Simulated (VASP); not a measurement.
Set up this calculation in VASP 6.6.1, as the native input.

```yaml
Task: single point
Functional: PBEsol
Potentials_or_basis: VASP PAW PBE potentials, release 64 (Mg, Si)
Cutoff: 520 eV
k_mesh: 16 × 16 × 16
Occupations: fermi-dirac, width 0.15 eV
Spin: no spin polarisation
Dipole_correction: no
Further_INCAR_settings: ALGO = Fast; EDIFF = 1e-06; NBANDS = 15
```

The structure of MgSi3 lies in POSCAR:

```
MgSi3
1.0
   -1.9511271646      1.9511271646      4.0754244616
    1.9511271646     -1.9511271646      4.0754244616
    1.9511271646      1.9511271646     -4.0754244616
Mg Si
1 3
Direct
    0.0000000000      0.0000000000      0.0000000000
    0.5000000000      0.5000000000      0.0000000000
    0.2500000000      0.7500000000      0.5000000000
    0.7500000000      0.2500000000      0.5000000000
```

The cell comes from a database or a generator and needn't be the stable form of this composition.

The cell isn't the ideal one: cell and atoms relaxed tightly for response.

The input as run:

INCAR

```
SYSTEM = MgSi3
PREC = Accurate ; ENCUT = 520
EDIFF = 1E-6 ; ISMEAR = -1
SIGMA = 0.15 ; LREAL = .FALSE.
LASPH = .TRUE. ; NELM = 100
ALGO = Fast ; ISIF = 2
LWAVE = .FALSE. ; LCHARG = .FALSE.
GGA = PS ; NBANDS = 15
```

KPOINTS

```
regular mesh
0
G
  16 16 16
  0 0 0
```

Potentials or basis: VASP PAW PBE potentials, release 64 (Mg, Si).

The run is started by

```console
$ cat potpaw_PBE.64/Mg/POTCAR potpaw_PBE.64/Si/POTCAR > POTCAR
$ mpirun -np 1 vasp_std > vasp.out
```

Results of the run:

```
Pressure               : 0.0 GPa
Band gap on the k mesh : none (metal or under the smearing width)
```

Caveat: the PAW data sets were made with another functional, which shifts forces and pressure a little.

It took 4.5 min on 1 thread of Intel(R) Xeon(R) Platinum 8488C (Sapphire Rapids) (shared host), peak memory 0.46 GiB.
